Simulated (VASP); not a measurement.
# HfB (Fm-3m) in VASP: further runs

Runs on HfB. Level: PBE. Tasks: single point.

All numbers are computed with VASP 6.6.1; they aren't measurements. Logs are shortened: lines on timing, memory, paths and dates and some standing lists are left out, and cuts for length are marked.

## Step 1: The structure

The structure is cubic, space group Fm-3m (No. 225). The conventional cell has a = 4.620 Å, b = 4.620 Å, c = 4.620 Å, α = 90.00°, β = 90.00°, γ = 90.00°. Hf (site symmetry m-3m) is surrounded by 6 B at 2.31 Å. Around B (site symmetry m-3m) lie 6 Hf at 2.31 Å.

## Step 2: Single point, PBE

INCAR reads:

```
SYSTEM = HfB
  PREC = Accurate
  ENCUT = 450
  EDIFF = 1E-6
  ISMEAR = 0
  SIGMA = 0.02
  LREAL = .FALSE.
  LASPH = .TRUE.
  NELM = 100
  ALGO = Normal
  ISIF = 2
  LWAVE = .FALSE.
  LCHARG = .FALSE.
  GGA = PE
```

KPOINTS reads:

```
Automatic mesh
0
G
  5 5 5
  0 0 0
```

POSCAR reads:

```
HfB
1.0
    0.0000000000      2.3100000000      2.3100000000
    2.3100000000      0.0000000000      2.3100000000
    2.3100000000      2.3100000000      0.0000000000
Hf B
1 1
Direct
    0.5000000000      0.5000000000      0.5000000000
    0.0000000000      0.0000000000      0.0000000000
```

Potentials or basis: VASP PAW PBE potentials, release 64 (Hf_sv_GW, B_GW).

Run with:

```bash
$ cat potpaw_PBE.64/Hf_sv_GW/POTCAR potpaw_PBE.64/B_GW/POTCAR > POTCAR
$ mpirun -np 1 vasp_std > vasp.out
```

OUTCAR:

```text
SYSTEM = HfB
   PREC = Accurate
   ENCUT = 450
   EDIFF = 1E-6
   ISMEAR = 0
   LREAL = .FALSE.
   LASPH = .TRUE.
   NELM = 100
   ISIF = 2
   GGA = PE

 ion  position               nearest neighbor table
   1  0.500  0.500  0.500-   2 2.31   2 2.31   2 2.31   2 2.31   2 2.31   2 2.31
   2  0.000  0.000  0.000-   1 2.31   1 2.31   1 2.31   1 2.31   1 2.31   1 2.31

  LATTYP: Found a face centered cubic cell.
 ALAT       =     4.6200000000

  Lattice vectors:

 A1 = (   0.0000000000,   2.3100000000,   2.3100000000)
 A2 = (   2.3100000000,   0.0000000000,   2.3100000000)
 A3 = (   2.3100000000,   2.3100000000,   0.0000000000)

Analysis of symmetry for initial positions (statically):
=====================================================================
 Subroutine PRICEL returns:
 Original cell was already a primitive cell.

 Routine SETGRP: Setting up the symmetry group for a
 face centered cubic supercell.

 Subroutine GETGRP returns: Found 48 space group operations
 (whereof 48 operations were pure point group operations)
 out of a pool of 48 trial point group operations.

The static configuration has the point symmetry O_h .

Analysis of symmetry for dynamics (positions and initial velocities):
=====================================================================
 Subroutine PRICEL returns:
 Original cell was already a primitive cell.

 Routine SETGRP: Setting up the symmetry group for a
 face centered cubic supercell.

 Subroutine GETGRP returns: Found 48 space group operations
 (whereof 48 operations were pure point group operations)
 out of a pool of 48 trial point group operations.

The dynamic configuration has the point symmetry O_h .

 Subroutine INISYM returns: Found 48 space group operations
 (whereof 48 operations are pure point group operations),
 and found     1 'primitive' translations

----------------------------------------------------------------------------------------

                                     Primitive cell

  volume of cell :      24.6528

  direct lattice vectors                    reciprocal lattice vectors
     0.000000000  2.310000000  2.310000000    -0.216450216  0.216450216  0.216450216
     2.310000000  0.000000000  2.310000000     0.216450216 -0.216450216  0.216450216
     2.310000000  2.310000000  0.000000000     0.216450216  0.216450216 -0.216450216

  length of vectors
     3.266833329  3.266833329  3.266833329     0.374902772  0.374902772  0.374902772

  position of ions in fractional coordinates (direct lattice)
     0.500000000  0.500000000  0.500000000
     0.000000000  0.000000000  0.000000000

  ion indices of the primitive-cell ions
   primitive index   ion index
                 1           1
                 2           2

----------------------------------------------------------------------------------------

 KPOINTS: Automatic mesh

Automatic generation of k-mesh.
 Grid dimensions read from file:
 generate k-points for:    5    5    5

 Generating k-lattice:

  Cartesian coordinates                     Fractional coordinates (reciprocal lattice)
    -0.043290043  0.043290043  0.043290043     0.200000000  0.000000000  0.000000000
     0.043290043 -0.043290043  0.043290043     0.000000000  0.200000000  0.000000000
     0.043290043  0.043290043 -0.043290043     0.000000000  0.000000000  0.200000000

  Length of vectors
     0.074980554  0.074980554  0.074980554

  Shift w.r.t. Gamma in fractional coordinates (k-lattice)
     0.000000000  0.000000000  0.000000000

 Subroutine IBZKPT returns following result:
 ===========================================

 Found     10 irreducible k-points:

 Following reciprocal coordinates:
            Coordinates               Weight
  0.000000  0.000000  0.000000      1.000000
  0.200000  0.000000  0.000000      8.000000
  0.400000  0.000000  0.000000      8.000000
  0.200000  0.200000  0.000000      6.000000
  0.400000  0.200000  0.000000     24.000000
 -0.400000  0.200000  0.000000     24.000000
 -0.200000  0.200000  0.000000     12.000000
  0.400000  0.400000  0.000000      6.000000
 -0.400000  0.400000  0.000000     12.000000
 -0.400000  0.400000  0.200000     24.000000
   k-points           NKPTS =     10   k-points in BZ     NKDIM =     10   number of bands    NBANDS=     11
   number of dos      NEDOS =    301   number of ions     NIONS =      2
   total plane-waves  NPLWV =  13824
   dimension x,y,z NGX =    24 NGY =   24 NGZ =   24
   dimension x,y,z NGXF=    48 NGYF=   48 NGZF=   48
   ions per type =               1   1
   NGX,Y,Z   is equivalent  to a cutoff of  12.21, 12.21, 12.21 a.u.
   NGXF,Y,Z  is equivalent  to a cutoff of  24.43, 24.43, 24.43 a.u.
 SYSTEM =  HfB
   PREC   = accura    normal or accurate (medium, high low for compatibility)
   ISTART =      0    job   : 0-new  1-cont  2-samecut
   ICHARG =      2    charge: 1-file 2-atom 10-const
   ISPIN  =      1    spin polarized calculation?
   LNONCOLLINEAR =      F non collinear calculations
   LSORBIT =      F    spin-orbit coupling
   LASPH  =      T    aspherical Exc in radial PAW
   ENCUT  =  450.0 eV  33.07 Ry    5.75 a.u.   5.65  5.65  5.65*2*pi/ulx,y,z
   NELM   =    100;   NELMIN=  2; NELMDL= -5     # of ELM steps
   EDIFF  = 0.1E-05   stopping-criterion for ELM
   LREAL  =      F    real-space projection
   EDIFFG = 0.1E-04   stopping-criterion for IOM
   NSW    =      0    number of steps for IOM
   IBRION =     -1    ionic relax: 0-MD 1-quasi-New 2-CG
   NFREE  =      0    steps in history (QN), initial steepest desc. (CG)
   ISIF   =      2    stress and relaxation
   ISYM   =      2    0-nonsym 1-usesym 2-fastsym
   POTIM  = 0.5000    time-step for ionic-motion
   TEBEG  =    0.0;   TEEND  =   0.0 temperature during run
   PSTRESS=    0.0 pullay stress
   NELECT =      15.0000    total number of electrons
   NUPDOWN=      -1.0000    fix difference up-down
   EMIN   =  10.00;   EMAX   =-10.00  energy-range for DOS
   EFERMI =   0.00;   METHOD = LEGACY
   ISMEAR =     0;   SIGMA  =   0.02  broadening in eV -4-tet -1-fermi 0-gaus
   EFERMI_NEDOS =   21; number of points for ismear=-14 and -15
   IALGO  =     38    algorithm
   IMIX   =      4    mixing-type and parameters
     AMIX     =   0.40;   BMIX     =  1.00
     AMIX_MAG =   1.60;   BMIX_MAG =  1.00
  volume/ion in A,a.u.               =      12.33        83.18
  Fermi-wavevector in a.u.,A,eV,Ry     =   1.387235  2.621493 26.183325  1.924420
  Thomas-Fermi vector in A             =   2.511475
   LORBIT       =      0    0 simple, 1 ext, 2 COOP (PROOUT), +10 PAW based schemes
   GGA     = PE    functional components
   LHFCALC =     F    Hartree Fock is set to
   AEXX    =    0.0000 exact exchange contribution
   IVDW    =     0    specifies the selected vdW correction
   LEPSILON=     F    determine dielectric tensor
   LRPA    =     F    only Hartree local field effects (RPA)
 non-spin polarized calculation
 Gauss-broadening in eV      SIGMA  =   0.02
  energy-cutoff  :      450.00
  volume of cell :       24.65
 maximum number of plane-waves:       547
   NGX = 11   NGY = 11   NGZ = 11

 number of electron      15.0000000 magnetization

 Free energy of the ion-electron system (eV)
  ---------------------------------------------------
  ext. energy  EPLUGINS =         0.00000000
  ---------------------------------------------------
  free energy    TOTEN  =       -19.98230798 eV

  energy without entropy =      -19.98016813  energy(sigma->0) =      -19.98123805

 E-fermi :   8.9273     XC(G=0): -12.6578

 val. band max:        8.4657121813   @ k =   0.2000   0.0000   0.0000
 cond. band min:       8.9295532381   @ k =   0.4000   0.2000   0.0000
 fundamental gap:      0.4638410568
 Fermi energy:         8.9273285290

 k-point     1 :       0.0000    0.0000    0.0000
  band No.  band energies     occupation
      1     -51.1515      2.00000
      2     -19.6406      2.00000
      3     -19.6406      2.00000
      4     -19.6406      2.00000
      5      -0.8747      2.00000
      6      10.8731      0.00000
      7      10.8731      0.00000
      8      10.8731      0.00000
      9      12.7145      0.00000
     10      12.7145      0.00000
     11      12.7145      0.00000

 k-point     2 :       0.2000    0.0000    0.0000
  band No.  band energies     occupation
      1     -51.1359      2.00000
      2     -19.9044      2.00000
      3     -19.6678      2.00000
      4     -19.6678      2.00000
      5       0.2169      2.00000
      6       8.4657      2.00000
      7       9.2368      0.00000
      8       9.2368      0.00000
      9      12.1950      0.00000
     10      12.1950      0.00000
     11      13.6518      0.00000

 k-point     3 :       0.4000    0.0000    0.0000
  band No.  band energies     occupation
      1     -51.1105      2.00000
      2     -20.3041      2.00000
      3     -19.7117      2.00000
      4     -19.7117      2.00000
      5       2.6943      2.00000
      6       5.6010      2.00000
      7       7.5252      2.00000
      8       7.5252      2.00000
      9      14.5717      0.00000
     10      14.5717      0.00000
     11      15.1129      0.00000
[... 71 lines left out ...]
 k-point     9 :      -0.4000    0.4000    0.0000
  band No.  band energies     occupation
      1     -51.0912      2.00000
      2     -20.2300      2.00000
      3     -20.0109      2.00000
      4     -19.8580      2.00000
      5       2.5353      2.00000
      6       6.9624      2.00000
      7       7.5743      2.00000
      8       9.4557      0.00000
      9      11.3867      0.00000
     10      15.8951      0.00000
     11      16.6991      0.00000

 k-point    10 :      -0.4000    0.4000    0.2000
  band No.  band energies     occupation
      1     -51.0945      2.00000
      2     -20.1808      2.00000
      3     -20.0127      2.00000
      4     -19.8479      2.00000
      5       3.0211      2.00000
      6       6.2894      2.00000
      7       7.3958      2.00000
      8       8.2554      2.00000
      9      13.1470      0.00000
     10      14.9438      0.00000
     11      16.6913      0.00000

------------------------ aborting loop because EDIFF is reached ----------------------------------------

  FORCE on cell =-STRESS in cart. coord.  units (eV):
  Direction    XX          YY          ZZ          XY          YZ          ZX
  --------------------------------------------------------------------------------------
  -------------------------------------------------------------------------------------
  Total        4.7997315      4.7997315      4.7997315      0.0000000      0.0000000      0.0000000
  in kB      311.9331944    311.9331944    311.9331944      0.0000000      0.0000000      0.0000000
  external PRESSURE =     311.9331944 kB  Pullay stress =       0.0000000 kB

 VOLUME and BASIS-vectors are now :
 -----------------------------------------------------------------------------
  energy-cutoff  :      450.00
  volume of cell :       24.65
      direct lattice vectors                 reciprocal lattice vectors
     0.000000000  2.310000000  2.310000000    -0.216450216  0.216450216  0.216450216
     2.310000000  0.000000000  2.310000000     0.216450216 -0.216450216  0.216450216
     2.310000000  2.310000000  0.000000000     0.216450216  0.216450216 -0.216450216

 POSITION                                       TOTAL-FORCE (eV/Angst)
 -----------------------------------------------------------------------------------
      2.31000      2.31000      2.31000        -0.000000     -0.000000     -0.000000
      0.00000      0.00000      0.00000         0.000000      0.000000      0.000000
 -----------------------------------------------------------------------------------
    total drift:                               -0.000000     -0.000000      0.000000

  FREE ENERGIE OF THE ION-ELECTRON SYSTEM (eV)
  ---------------------------------------------------
  free  energy   TOTEN  =       -19.9823079761 eV

  energy  without entropy=      -19.9801681296  energy(sigma->0) =      -19.98123805
```

Run time: 3.2 s. Hardware: 1 thread of AMD EPYC 9R45 (Zen 5), shared host; peak memory 0.11 GiB.

What came out:

```yaml
Free_energy: -19.9823 eV
Pressure: 31.2 GPa
Band_gap_on_the_k_mesh: none (metal or under the smearing width)
```

Caveat: the k mesh is coarse (spacing up to 0.47 Å⁻¹), so the values aren't converged; a pressure of tens of GPa on the cell as given is suspect, and the run, the potentials or the cell itself is likely at fault. Spin-orbit coupling is left out, which matters for the levels of Hf.

[end of part 1 of 2]
